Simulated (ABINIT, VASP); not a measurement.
**CuAu: equilibrium volume by level of theory**

```cif
data_structure
_symmetry_space_group_name_H-M 'P4/mmm'
_symmetry_Int_Tables_number 123
_cell_length_a 2.8107
_cell_length_b 2.8107
_cell_length_c 3.6850
_cell_angle_alpha 90.000
_cell_angle_beta 90.000
_cell_angle_gamma 90.000
_cell_volume 29.11
loop_
_atom_site_label
_atom_site_type_symbol
_atom_site_symmetry_multiplicity
_atom_site_Wyckoff_symbol
_atom_site_fract_x
_atom_site_fract_y
_atom_site_fract_z
_atom_site_occupancy
Au1 Au 1 a 0.00000 0.00000 0.00000 1
Cu1 Cu 1 d 0.50000 0.50000 0.50000 1
```

| rung | level | program and potentials | cutoff (eV) | k mesh | smearing | equilibrium volume (Å³/atom) | notes |
| --- | --- | --- | --- | --- | --- | --- | --- |
| LDA | LDA | ABINIT, JTH PAW LDA v2.0 | 707 | 9 × 9 × 7 | fermi-dirac 0.05 | 13.80 | 15 valence electrons an atom on average |
| LDA | LDA | ABINIT, PseudoDojo NC SR LDA v0.4.1 standard | 1252 | 7 × 7 × 5 | fermi-dirac 0.05 | 13.73 | 19 valence electrons an atom on average |
| GGA + dispersion | PBE+D3(BJ) | VASP, PBE PAW files Au, Cu, 600 eV | 600 | 8 × 8 × 6 | fermi-dirac 0.05 | 14.37 | 11 valence electrons an atom on average |
| GGA | PBEsol | ABINIT, JTH PAW PBE v2.0 | 707 | 9 × 9 × 7 | fermi-dirac 0.05 | 14.26 | potentials made for PBE; 15 valence electrons an atom on average |
| meta-GGA | r2SCAN | VASP, PBE PAW files Au, Cu, 600 eV | 600 | 8 × 8 × 6 | fermi-dirac 0.05 | 14.60 | potentials made for PBE; 11 valence electrons an atom on average |

Task: relaxation of cell and atoms. All rows: no spin polarisation. Smearing widths are in eV. For a metal such meshes aren't converged. Meshes differ between rows, which moves values too. Meshes are those of the run's cell of 2 atoms unless a note names another. Relaxations start from the cell shown or near it and stop with a little pressure left. Runs on faulty files, with rough fits or with known faults for this quantity aren't shown. No row holds spin-orbit coupling.

By rung: LDA 13.73 to 13.80; GGA + dispersion 14.37; GGA 14.26; meta-GGA 14.60 (Å³/atom).
